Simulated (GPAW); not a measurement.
Here is a GPAW 26.7.0 calculation.

The input run.py:

```python
from ase import Atoms
from ase.dft.bandgap import bandgap
from ase.io import write
from ase.units import GPa
from gpaw import GPAW, PW

atoms = Atoms(['Zn', 'S'],
              cell=[[0.0, 2.702, 2.702],
                    [2.702, 0.0, 2.702],
                    [2.702, 2.702, 0.0]],
              scaled_positions=[[0.75, 0.75, 0.75],
                                [0.0, 0.0, 0.0]],
              pbc=True)

calc = GPAW(mode=PW(600),
            xc='PBE',
            kpts={'size': (9, 9, 9), 'gamma': True},
            occupations={'name': 'methfessel-paxton', 'order': 0, 'width': 0.027000000000000003},
            nbands=18,
            convergence={'density': 1e-05, 'energy': 1e-05},
            maxiter=150,
            txt='gpaw.txt')
atoms.calc = calc
energy = atoms.get_potential_energy()
forces = atoms.get_forces()
stress = atoms.get_stress()
calc.write('gs.gpw')
write('result.traj', atoms)
print(f'Energy: {energy:.6f} eV')
print('Forces (eV/A):')
print(forces.round(4))
print('Stress (GPa):', (stress / GPa).round(3))
print('Fermi level:', round(calc.get_fermi_level(), 4), 'eV')
print(f'Gap: {bandgap(calc)[0]:.4f} eV, direct: {bandgap(calc, direct=True)[0]:.4f} eV')
```

Potentials or basis: GPAW PAW data sets (gpaw-data 1.2.1), pw.

The run is started by

```sh
$ OMP_NUM_THREADS=1 python run.py
```

(1) Predict the band gap on the k mesh.

(2) Estimate the pressure.

## Answers

(1) 2.10 eV, direct.

(2) 1.6 GPa.

**The experiment to reproduce.**

“Electronic, vibrational, and thermodynamic properties of ZnS (zincblende and rocksalt structure)”, 2009, arxiv:0911.5022 quotes, for a bulk crystal of ZnS at 19 K: band gap 3.85 eV (direct).

A measured gap of ZnS is 3.85 eV (direct; 19 K; quoted in “Electronic, vibrational, and thermodynamic properties of ZnS (zincblende and rocksalt structure)”, 2009, arxiv:0911.5022); the calculated 2.10 eV misses it by -1.75 eV. The value is that of PBE, without temperature or zero-point motion. Semilocal functionals fall short of measured gaps as a rule.
